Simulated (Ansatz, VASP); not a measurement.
# SiC in VASP and in Ansatz

```
Si C
1.0
     2.62012    0.00000    0.00000
     0.00000    2.62012    0.00000
     0.00000    0.00000    2.62012
Si C
1 1
Direct
  0.00000 0.00000 0.00000
  0.50000 0.50000 0.50000
```

The cell was built by a generator and needn't be a form met in nature.

Alike in both runs: task single point; functional r2SCAN; k mesh 6 × 6 × 6; occupations fermi-dirac, width 0.02 eV; no spin polarisation.

```csv
,VASP,Ansatz
version,VASP 6.6.1,Ansatz 0.2.0
potentials or method,"VASP PAW PBE potentials, release 64 (Si, C)","plane waves, PAW"
plane-wave cutoff (eV),520,500
valence electrons in the cell,8,8
```

Ansatz gave:

* pressure (GPa): -0.4

Which values does VASP return?

Pressure (GPa): -0.1.

Caveats: the k mesh is coarse (spacing up to 0.40 Å⁻¹), so the values aren't converged; the PAW data sets were made with another functional, which shifts forces and pressure a little (VASP).
